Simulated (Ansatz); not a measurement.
# GaAs: a relaxation, part 2 of 2

Aim: relax the cell and atoms of GaAs.

Ansatz 0.2.0; DFT PBEsol, scalar-relativistic, plane waves, PAW.

### Step 4. Variant: preconditioner none, dr2_threshold 1.0e-09, accuracy low, ecutwfc left out

input.yaml reads:

```yaml
crystal:
  lattice:
    - [0.0, 2.87509105, 2.87509105]
    - [2.87509105, 0.0, 2.87509105]
    - [2.87509105, 2.87509105, 0.0]
  atoms:
    - { symbol: Ga, position: [0.0, 0.0, 0.0] }
    - { symbol: As, position: [0.75, 0.75, 0.75] }
kpoints:
  mp_grid: { grid: [10, 10, 10] }
hamiltonian:
  xc: pbesol
scf:
  occupations: { method: gaussian, width: 0.01 }
  mixing: { preconditioner: none }
  convergence: { dr2_threshold: 1.0e-09 }
output:
  forces: true
  eigenvalues: true
  stress: true
relax:
  adjacent_minimum: "off"
  f_tol: 0.005
  max_steps: 80
  cell: { stress_tol: 0.05 }
accuracy: low
```

On the command line:

```bash
$ ansatz run input.yaml --threads 4 --pin off --max-ram 8192MiB --backend cpu --events-out ev --progress --plain --runs-dir out
```

Standard output (excerpt; [...] marks lines left out):

```text
Warning: relax.cell: scf.convergence.dr2_threshold = 1e-9 eV is looser than the 2e-10 eV advised for a relaxation that steers and ends on the stress (1e-10 eV for each atom of the cell: 2). What an SCF threshold leaves in a stress goes as its square root, and in the free energy as the [...]
Warning: RAYON_NUM_THREADS=4 ignored (pool sized by the plan → 4); use --threads N
[...]
Pseudopotentials: kind: paw
Pseudopotential: Ga, paw, valence charge 13, recommended cutoff 420 eV (normal), Ga.paw.azcp
Pseudopotential: As, paw, valence charge 15, recommended cutoff 420 eV (normal), As.paw.azcp
Functional definition: PBEsol
[...]
Crystal: 2 atoms, lattice volume = 47.532 Å³
Basis set: ecut = 420 eV, 941 PW (Γ), exchange–correlation on 60×60×60 points (8 copies of the dense FFT grid, shifted against one another)
Bands: 18, of which v1, the nominal top of the filled ones, is band 14 counted from 1 (13 counted from 0)
Symmetry: 24 space group operations
Space group: F-43m (ITA 216), of the structure as read, at distance tolerance 3.6e-5 Å
[...]
  atom   2  As     0.00000000     0.00000000    -0.00000000
[...]
--- Stress (GPa, compression-positive) ---
        0.040430       0.000000       0.000000
        0.000000       0.040430       0.000000
        0.000000       0.000000       0.040430
  P = ⅓ Tr σ = 0.0404 GPa (0.404 kbar)
--- Band table (eV; the first three rows and the last of 47) ---
  k-point 0: bands = ["-27.1484", "-27.1484", "-27.1484", "-27.1385", "-27.1385", "-6.7601", "-6.7601", "-6.7601", "-6.6813", "-6.6813", "-4.7173", "8.0189", "8.0189", "8.0189", "8.4441", "11.7192", "11.7192", "11.7192"]
[...]
--- Relaxed structure (3 steps of the walk, 3 accepted, 1 SCFs on fresh bases) ---
  F+E_penalty+E_count = -8556.85891083 eV   max|allowed force component| = 2.374e-17 eV/Å   (the final SCF, on the basis selected at the relaxed cell)
  cell:  # Å, volume = 45.2812 Å³
    - [1.1082434171547907e-33, 2.8289761264917503, 2.8289761264917503]
    - [2.8289761264917503, 7.018874975313674e-33, 2.8289761264917503]
    - [2.8289761264917503, 2.8289761264917503, 5.9106315581588834e-33]
  atoms:
    - { symbol: Ga, position: [7.792442584102561e-34, -9.065888540313634e-34, -8.797243776948559e-34] }
    - { symbol: As, position: [0.7500000000000001, 0.7500000000000001, 0.7500000000000001] }
```

It took 20 s on 4 threads of Intel Xeon at 2.50GHz (Skylake/Cascade Lake), shared host; peak memory 0.43 GiB.

| run | ending | energy change | pressure (GPa) | gap (eV) | force (eV/Å) | cycles | time |
| --- | --- | --- | --- | --- | --- | --- | --- |
| step 3 | converged | 0 | 0.0 | 0.43 | 0.00 | - | 25 s |
| variant | converged | 0.0 meV/atom | 0.0 | 0.43 | 0.00 | - | 20 s |

Same state: the changed mixing and convergence setting leaves the energy within 0.5 meV/atom.

### Step 5. Summary of results

What follows sums up all 2 parts. Changes of volume or cell count from the first structure of part 1.

```
                                                                                                    quantity                                                                      value
                                                                                 relaxed cell (conventional)  a = 5.658 Å, b = 5.658 Å, c = 5.658 Å, α = 90.00°, β = 90.00°, γ = 90.00°
                                                                                        space group (0.01 Å)                                                            F-43m (No. 216)
                                                                                                      volume                                                              22.64 Å³/atom
                                     formation energy (elements from runs with the same settings, not shown)                                                              -0.32 eV/atom
                                                                              energy, smearing taken to zero                                                         -4278.4295 eV/atom
                                                                                             gap on the mesh                                                                    0.43 eV
                                                                                          remaining pressure                                                                   0.04 GPa
step 4, run with preconditioner none, dr2_threshold 1.0e-09, accuracy low, ecutwfc left out (against step 3)                                                               0.0 meV/atom
```

In words: The cell shrank by 4.7 % in volume on relaxing. A measured lattice constant a of GaAs is 5.65325 Å (298 K; a printed reference work, textbook); the calculated 5.658 Å misses it by +0.1 %. That is the cell relaxed with PBEsol, without thermal expansion or zero-point motion. The mesh shows a gap of 0.43 eV. 

These are semilocal Kohn-Sham gaps, which aren't the measured quantity. Such gaps usually fall short of the measured ones.
